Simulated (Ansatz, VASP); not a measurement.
**Two plane-wave programs on B**

Contents of INCAR:

```
  PREC = Accurate
  ENCUT = 600
  EDIFF = 1E-6
  ISMEAR = 0
  SIGMA = 0.1
  LREAL = F
  LASPH = T
  NELM = 100
  ALGO = Normal
  ISIF = 3
  LWAVE = F
  LCHARG = F
  GGA = PE
  IBRION = 2
  NSW = 100
  EDIFFG = -0.01
```

File KPOINTS:

```
Automatic mesh
0
Gamma
  18 18 20
```

Contents of POSCAR:

```
B
1.0
    3.4245505873      0.0000000000      0.0000000000
   -1.7122752936      2.9657478051      0.0000000000
    0.0000000000      0.0000000000      2.2676396238
B
3
Direct
    0.5000000000      0.5000000000      0.0000000000
    0.5000000000      0.0000000000      0.0000000000
    0.0000000000      0.5000000000      0.0000000000
```

Input for Ansatz:

```yaml
crystal:
  lattice:
    - [3.4245505873, 0.0, 0.0]
    - [-1.7122752936, 2.9657478051, 0.0]
    - [0.0, 0.0, 2.2676396238]
  atoms:
    - { symbol: B, position: [0.5, 0.5, 0.0] }
    - { symbol: B, position: [0.5, 0.0, 0.0] }
    - { symbol: B, position: [0.0, 0.5, 0.0] }
basis:
  ecutwfc: 420
kpoints:
  mp_grid: { grid: [18, 18, 20] }
hamiltonian:
  xc: pbe
scf:
  occupations: { method: gaussian, width: 0.1 }
output:
  forces: true
  stress: true
  eigenvalues: true
relax:
  adjacent_minimum: "off"
  f_tol: 0.01
  max_steps: 80
  cell: { stress_tol: 0.05 }
```

Alike in both runs: task relaxation of cell and atoms; functional PBE; k mesh 18 × 18 × 20; occupations gaussian, width 0.1 eV; no spin polarisation.

|  | VASP | Ansatz |
| --- | --- | --- |
| version | VASP 6.6.1 | Ansatz 0.2.0 |
| potentials or method | VASP PAW PBE potentials, release 64 (B) | scalar-relativistic, plane waves, PAW |
| plane-wave cutoff (eV) | 600 | 420 |
| valence electrons in the cell | 9 | 9 |

VASP gave:

| Item | Value |
| --- | --- |
| gap on the k mesh at the Fermi level, each at its own relaxed structure (eV) | none |
| relaxed volume (Å³/atom) | 7.88 |
| relaxed cell length with the largest relative difference (Å) | 2.347 |
| energy change over the relaxation (meV/atom) | -5 |

**Question.** Which values does Ansatz return?

**Answer.** gap on the k mesh at the Fermi level, each at its own relaxed structure (eV): none; relaxed volume (Å³/atom): 7.89; relaxed cell length with the largest relative difference (Å): 2.348; energy change over the relaxation (meV/atom): -5.

A gap of «none» marks a metal or a gap that the smearing closes.
